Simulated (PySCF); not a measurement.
Cu: equation of state with PBEsol

Crystal: Cu.

```
CELL_PARAMETERS angstrom
0.00000 1.80750 1.80750
1.80750 0.00000 1.80750
1.80750 1.80750 0.00000
ATOMIC_POSITIONS crystal
Cu 0.00000 0.00000 0.00000
```

```json
{"Program": "PySCF 2.14.0", "Task": "equation of state", "Functional": "PBEsol", "Potentials or basis": "DZVP-MOLOPT-SR/GTH-PBE (potentials made for PBE)", "k mesh": "2 × 2 × 2", "Occupations": "fermi-dirac, width 0.05 eV", "Spin": "no spin polarisation", "Symmetry": "yes", "Density cutoff": "174 Ha", "Exponents discarded below (exp_to_discard)": "0.02 1/bohr^2", "Potentials": "Cu GTH-PBE-q11", "Coulomb method": "multigrid"}
```

```yaml
Equilibrium_volume: outside the volumes run
```

Energy against volume, from the lowest point:
```
volume (Å³/atom)  energy (meV/atom)
          11.102             200.42
          11.338             152.07
          11.574             110.56
          11.810              75.19
          12.047              45.33
          12.283              20.43
          12.519               0.00
```

It took 12 min on 4 threads of Intel(R) Xeon(R) Platinum 8259CL CPU @ 2.50GHz (Skylake/Cascade Lake), on a shared host.

Caveat: the k mesh is coarse (spacing up to 1.51 Å⁻¹), so the values aren't converged; the minimum lies outside the volumes run; the potentials were made for another functional, which shifts forces and pressure; the basis of atomic orbitals isn't converged, which shifts pressures, moduli and gaps.
